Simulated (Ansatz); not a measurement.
# Hf2Si: how settings move the results

An exercise on one series of results from a longer session: the logs are not shown, and one member is left open.

Program: Ansatz 0.2.0. Level of theory: DFT PBEsol, scalar-relativistic, plane waves, PAW. These are calculated values, not measurements.

2 further runs of the same task are left out: 2 for a known fault of the program.

**Starting point**

It takes space group I4/mcm (No. 140, tetragonal). Conventional cell: a = 6.551 Å, b = 6.551 Å, c = 5.166 Å, α = 90.00°, β = 90.00°, γ = 90.00°. Hf (site symmetry m2m) has 4 Si at 2.79 Å and 3 Hf at 2.90 to 3.11 Å as nearest neighbours. Si (site symmetry 422) has 2 Si at 2.58 Å and 8 Hf at 2.79 Å as nearest neighbours.

As a file:

```cif
data_structure
_symmetry_space_group_name_H-M 'P 1'
_symmetry_Int_Tables_number 1
_cell_length_a 5.3035
_cell_length_b 5.3035
_cell_length_c 5.3035
_cell_angle_alpha 103.720
_cell_angle_beta 103.720
_cell_angle_gamma 121.712
_cell_volume 110.83
loop_
_atom_site_label
_atom_site_type_symbol
_atom_site_fract_x
_atom_site_fract_y
_atom_site_fract_z
_atom_site_occupancy
Hf1 Hf 0.84351 0.65649 0.50000 1
Hf2 Hf 0.34351 0.84351 0.18703 1
Hf3 Hf 0.15649 0.34351 0.50000 1
Hf4 Hf 0.65649 0.15649 0.81297 1
Si1 Si 0.75000 0.75000 0.00000 1
Si2 Si 0.25000 0.25000 0.00000 1
```

The structure comes from the Materials Project (structure only); it is used as listed.

**The base run, which the others are set against**

input.yaml reads:

```yaml
crystal:
  lattice:
    - [-3.275352224, 3.275352224, 2.582823393]
    - [3.275352224, -3.275352224, 2.582823393]
    - [3.275352224, 3.275352224, -2.582823393]
  atoms:
    - { symbol: Hf, position: [0.84351362, 0.65648638, 0.5] }
    - { symbol: Hf, position: [0.34351362, 0.84351362, 0.18702724] }
    - { symbol: Hf, position: [0.15648638, 0.34351362, 0.5] }
    - { symbol: Hf, position: [0.65648638, 0.15648638, 0.81297276] }
    - { symbol: Si, position: [0.75, 0.75, 0.0] }
    - { symbol: Si, position: [0.25, 0.25, 0.0] }
basis:
  ecutwfc: 420
kpoints:
  mp_grid: { grid: [10, 10, 10] }
hamiltonian:
  xc: pbesol
scf:
  occupations: { method: gaussian, width: 0.1 }
output:
  forces: true
  stress: true
  eigenvalues: true
  populations: true
```

Its results, from an earlier run: -10606.6422 eV/atom at zero smearing, pressure -2.40 GPa, largest force 0.044 eV/Å, no gap on the mesh, in 7 SCF cycles and 67 s.

Set-up of the first run:

input.yaml reads:

```yaml
crystal:
  lattice:
    - [-3.275352224, 3.275352224, 2.582823393]
    - [3.275352224, -3.275352224, 2.582823393]
    - [3.275352224, 3.275352224, -2.582823393]
  atoms:
    - { symbol: Hf, position: [0.84351362, 0.65648638, 0.5] }
    - { symbol: Hf, position: [0.34351362, 0.84351362, 0.18702724] }
    - { symbol: Hf, position: [0.15648638, 0.34351362, 0.5] }
    - { symbol: Hf, position: [0.65648638, 0.15648638, 0.81297276] }
    - { symbol: Si, position: [0.75, 0.75, 0.0] }
    - { symbol: Si, position: [0.25, 0.25, 0.0] }
basis:
  ecutwfc: 420
kpoints:
  mp_grid: { grid: [1, 1, 1] }
hamiltonian:
  xc: pbesol
scf:
  occupations: { method: gaussian, width: 0.1 }
output:
  forces: true
  stress: true
  eigenvalues: true
```

On the command line:

```bash
$ ansatz run input.yaml --threads 1 --pin off --max-ram 2560MiB --backend cpu --events-out ev --progress --plain --runs-dir out
```

Steps of the session up to this table: K-point mesh: 1×1×1; K-point mesh: 2×2×2; K-point mesh set to 4×4×4; K-point mesh: 6×6×6; K-point mesh: 8×8×8; K-point mesh: 12×12×12; K-point mesh: 14×14×14; K-point mesh: 16×16×16.

One table of the session follows, with a row left open; its other results are not shown here.

| mesh | pressure (GPa) | largest change of a force component (eV/Å) |
| --- | --- | --- |
| 1×1×1 | ? | ? |
| 2×2×2 | -2.67 | 0.038 |
| 4×4×4 | -2.48 | 0.032 |
| 6×6×6 | -2.39 | 0.018 |
| 8×8×8 | -2.39 | 0.012 |
| 10×10×10 | -2.40 | 0.008 |
| 12×12×12 | -2.39 | 0.004 |
| 14×14×14 | -2.39 | 0.002 |
| 16×16×16 | -2.39 | 0.000 |

Estimate the missing values for 1×1×1.

The run gave: pressure (GPa): -3.05; largest change of a force component (eV/Å): 1.293. In the column «pressure (GPa)» it is the lowest.

CPU times come from a shared host, so they are rough.

To keep in mind: That is measured against the best run here, which may itself be short of the limit. The gaps on the coarsest meshes are artefacts of sampling: the crystal is a metal on the dense ones. The error changes sign along the series, since a k mesh isn't variational, and a metal needs dense meshes to resolve its Fermi surface.
